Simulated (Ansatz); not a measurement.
Method: Ansatz 0.2.0, DFT PBE, scalar-relativistic, plane waves, PAW. All cells share a 420 eV cutoff and Γ-centred k meshes spaced at most about 0.3 Å⁻¹ (about 0.25 or finer for metals, 2π included). No spin polarisation.

Each guess is relaxed in cell and atoms at zero pressure, on a coarse mesh first where it starts far from rest and then on a converged one. The steps can't lower the symmetry of the start, but it can rise. Energies are static (0 K, no zero-point motion).

Two unrelaxed guesses for Si2W3:

A.

```xyz
5
Lattice="4.6634 0.0000 0.0000 -2.3317 4.0386 0.0000 0.0000 0.0000 5.2528" Properties=species:S:1:pos:R:3 pbc="T T T"
Si    0.0000    2.6924    2.6264
Si    2.3317    1.3462    2.6264
W     0.0000    2.6924    0.0000
W     2.3317    1.3462    0.0000
W     0.0000    0.0000    0.0000
```

B.

```xyz
5
Lattice="3.5774 0.0000 0.0000 0.0000 3.5774 0.0000 0.0000 0.0000 7.4243" Properties=species:S:1:pos:R:3 pbc="T T T"
Si    1.7887    0.0000    0.0000
Si    0.0000    1.7887    0.0000
W     0.0000    0.0000    0.9875
W     0.0000    0.0000    6.4368
W     0.0000    0.0000    3.7122
```

Question: Which guess leads to the lower structure, and by how much?

Answer: A ends lower, by 0.33 eV/atom. A: P6/mmm at 19.8 Å³/atom → P6/mmm at 19.0 Å³/atom; B: P4/mmm at 19.0 Å³/atom → P4/mmm at 18.1 Å³/atom. Counting Si atoms around W (those within 1.25 times the shortest such distance or 1.15 times the sum of covalent radii; a plus sign parts nearer from farther groups; the shortest distance is added where it is long for a bond; a slash parts the counts of unlike sites), the end of A has W 2/12 from 3.7 Å and the end of B has W 4/8+16 from 4.8 Å. The end of B holds Si–Si nets (shortest 2.24 Å); in the end of A the shortest Si–Si distance is 2.73 Å, near bonding range too. End of A. Conventional cell: a = 4.731 Å, c = 4.905 Å. Si has 2 W at 2.45 Å and 3 Si at 2.73 Å; W on a site of symmetry -6m2 is surrounded by 2 Si at 2.45 Å and 6 W at 2.73 Å; W on a site of symmetry 6/mmm has 6 W at 2.73 Å. End of B. Conventional cell: a = 3.163 Å, c = 9.071 Å. Around Si lie 4 Si at 2.24 Å and 4 W at 2.60 Å; W on a site of symmetry 4mm is surrounded by 1 W at 2.47 Å, 4 Si at 2.60 Å and 4 W at 3.16 Å; W on a site of symmetry 4/mmm is surrounded by 2 W at 2.47 Å.

Ends held by symmetry can be saddle points. Neither end is the lowest form computed: that has space group P4/mbm (No. 127), is reached from a Materials Project cell and lies 1.15 eV/atom below the better end. Even the lowest of the cells shown lies +1.16 eV/atom against the elements. Spin–orbit coupling, which can matter for W, is left out. Some types were kept out of the candidates beforehand, so the set may lack a known form.
